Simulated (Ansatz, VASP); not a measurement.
## CdF2: VASP beside Ansatz

POSCAR

```
CdF2
1.0
    0.0000000000      2.6669619016      2.6669619016
    2.6669619016      0.0000000000      2.6669619016
    2.6669619016      2.6669619016      0.0000000000
Cd F
1 2
Direct
    0.0000000000      0.0000000000      0.0000000000
    0.2500000000      0.2500000000      0.2500000000
    0.7500000000      0.7500000000      0.7500000000
```

File INCAR.step1:

```
SYSTEM = CdF2
PREC = Accurate ; ENCUT = 520
ISMEAR = 0 ; SIGMA = 0.01
LREAL = .False. ; LASPH = .True.
NELM = 80 ; NBANDS = 20
GGA = PE ; ALGO = Normal
EDIFF = 1E-4 ; LWAVE = .True.
LCHARG = .False.
```

Contents of INCAR.step2:

```
SYSTEM = CdF2
PREC = Accurate ; ENCUT = 520
EDIFF = 1E-7 ; ISMEAR = 0
SIGMA = 0.01 ; LREAL = .False.
LASPH = .True. ; NELM = 80
ALGO = Normal ; ISIF = 2
LWAVE = .False. ; LCHARG = .True.
METAGGA = R2SCAN ; LMIXTAU = .True.
LELF = .True. ; LVHAR = .True.
NBANDS = 20 ; ISTART = 1
```

KPOINTS

```
regular mesh
0
Gamma
  6 6 6
  0 0 0
```

Input for Ansatz:

```yaml
crystal:
  lattice:
    - [0.0, 2.6669619016, 2.6669619016]
    - [2.6669619016, 0.0, 2.6669619016]
    - [2.6669619016, 2.6669619016, 0.0]
  atoms:
    - { symbol: Cd, position: [0.0, 0.0, 0.0] }
    - { symbol: F, position: [0.25, 0.25, 0.25] }
    - { symbol: F, position: [0.75, 0.75, 0.75] }
kpoints:
  mp_grid: { grid: [6, 6, 6] }
hamiltonian:
  xc: r2scan
scf:
  occupations: { method: fixed }
  n_extra_bands: 4
output:
  forces: true
  stress: true
  eigenvalues: true
```

Alike in both runs: task single point; functional r2SCAN; k mesh 6 × 6 × 6; no spin polarisation.

```csv
,VASP,Ansatz
version,VASP 6.6.1,Ansatz 0.2.0
potentials or method,"VASP PAW PBE potentials, release 64 (Cd, F)","plane waves, PAW"
plane-wave cutoff (eV),520,500
occupations,"gaussian, width 0.01 eV",fixed
valence electrons in the cell,26,34
```

Ansatz gave:

| Item | Value |
| --- | --- |
| gap on the k mesh at the Fermi level (eV) | 3.93 |
| pressure (GPa) | 3.7 |

Problem. Estimate VASP's values.

Solution. gap on the k mesh at the Fermi level (eV): 3.88; pressure (GPa): 4.9.

The two sets of potentials don't hold the same shells in valence.

Caveats: the PAW data sets were made with another functional, which shifts forces and pressure a little (VASP). A k mesh can miss the band edges. r2SCAN opens gaps a little over a GGA but as a rule still falls short of measured ones.
